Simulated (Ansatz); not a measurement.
Starting cell, CsI (CsCl type):

```
CELL_PARAMETERS angstrom
      9.33383     0.00000     0.00000
      4.66692     4.66692     0.00000
      4.66692     0.00000     4.66692
ATOMIC_POSITIONS crystal
  Cs 0.00000 0.00000 0.00000
  Cs 0.50000 0.00000 0.00000
  I  0.75000 0.50000 0.50000
  I  0.25000 0.50000 0.50000
```

The atoms are displaced by Q × the pattern below (from a DFPT mode at R = (0.5, 0.5, 0.5), largest move 1; Q in Å), at fixed cell. It is one choice among 3 degenerate patterns. (q is in reciprocal vectors of the primitive cell; the cell shown is doubled to hold the pattern.)

```csv
atom,x,y,z
Cs1,0.000,0.000,-1.000
Cs2,0.000,0.000,1.000
```

Atoms not listed stay in place.

All values below come from PBE (plane waves to 420 eV, PAW, scalar-relativistic; Ansatz, a first-principles code). k mesh 7×7×7 (Γ-centred), Fermi-Dirac smearing 0.05 eV. The energy includes the smearing's −TS. CsI was relaxed with its symmetry unable to fall. Spin-orbit coupling is left out, though I is heavy. ΔE is measured from the undisplaced structure.

| Q (Å) | ΔE (meV/cell) |
|---|---|
| -0.180 | 34.1 |
| -0.150 | 23.6 |
| -0.120 | 15.0 |
| -0.090 | 8.4 |
| -0.060 | withheld |
| -0.030 | 0.9 |
| 0.000 | 0.0 |
| 0.030 | 0.9 |
| 0.060 | withheld |
| 0.090 | 8.4 |
| 0.120 | 15.0 |
| 0.150 | 23.6 |
| 0.180 | 34.1 |

**Question.** Fit an even polynomial form (powers 2, 4) to the given rows and predict ΔE at Q = 0.060.

**Answer.** Least squares on the 11 given rows: ΔE = (1035)·Q² + (566.1)·Q⁴, in meV/cell with Q in Å; root-mean-square residual 0.02 meV/cell. At 0.060 the fit gives 3.7 meV/cell; the calculation gives 3.7 meV/cell, the same to the digits shown. The quadratic term alone would give 3.7 meV/cell.

(A displaced cell: forces are minus the slopes of the energy, force constants its curvatures, and phonons follow from these.)
